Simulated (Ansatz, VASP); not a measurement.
**Al: VASP beside Ansatz**

INCAR

```
  ALGO = Normal
  EDIFF = 1E-7
  ENCUT = 520
  GGA = PS
  ISIF = 2
  ISMEAR = -1
  LASPH = True
  LCHARG = False
  LREAL = False
  LWAVE = False
  NBANDS = 8
  NELM = 80
  PREC = Accurate
  SIGMA = 0.05
```

KPOINTS

```
k-points
0
Gamma
  14 14 14
```

Contents of POSCAR:

```
Al
1.0
    0.0000000000      2.0442198000      2.0239800000
    2.0442198000      0.0000000000      2.0239800000
    2.0442198000      2.0442198000      0.0000000000
Al
1
Direct
    0.0000000000      0.0000000000      0.0000000000
```

Input for Ansatz:

```yaml
crystal:
  lattice:
    - [0.0, 2.0442198, 2.02398]
    - [2.0442198, 0.0, 2.02398]
    - [2.0442198, 2.0442198, 0.0]
  atoms:
    - { symbol: Al, position: [0.0, 0.0, 0.0] }
kpoints:
  mp_grid: { grid: [14, 14, 14] }
  band_path:
    path:
      - [0.0, 0.0, 0.0]
      - [0.0, 0.5, 0.5]
      - [0.25, 0.75, 0.5]
      - [0.0, 0.5, 0.0]
      - [0.0, 0.0, 0.0]
      - [0.5, 0.5, 0.0]
      - [0.3775125, 0.6224875, 0.0]
      - [-0.3775125, 0.3775125, 0.0]
      - [0.0, 0.0, 0.0]
    npoints: 5
scf:
  occupations: { method: fermi_dirac, width: 0.05 }
hamiltonian:
  xc: pbesol
  pseudopotentials: { kind: all_electron, lapw: { basis_error: 0.001 } }
output:
  forces: true
  stress: true
  eigenvalues: true
```

Change from the starting cell: equal xx and yy strain of +1 %.

Alike in both runs: task single point; functional PBEsol; k mesh 14 × 14 × 14; occupations fermi-dirac, width 0.05 eV; no spin polarisation.

```csv
,VASP,Ansatz
version,VASP 6.6.1,Ansatz 0.2.0
potentials or method,"VASP PAW PBE potentials, release 64 (Al)","all-electron LAPW, scalar-relativistic"
plane-wave cutoff (eV),520,see its input
```

```tsv
	VASP	Ansatz	Ansatz less VASP
pressure (GPa)	-3.4	-3.4	-0.03
largest component of the traceless stress (GPa)	0.22	0.21	-0.007
```

Ansatz ran all-electron here, so the differences hold the error of VASP's frozen core and of both bases.

Caveats: the PAW data sets were made with another functional, which shifts forces and pressure a little (VASP).
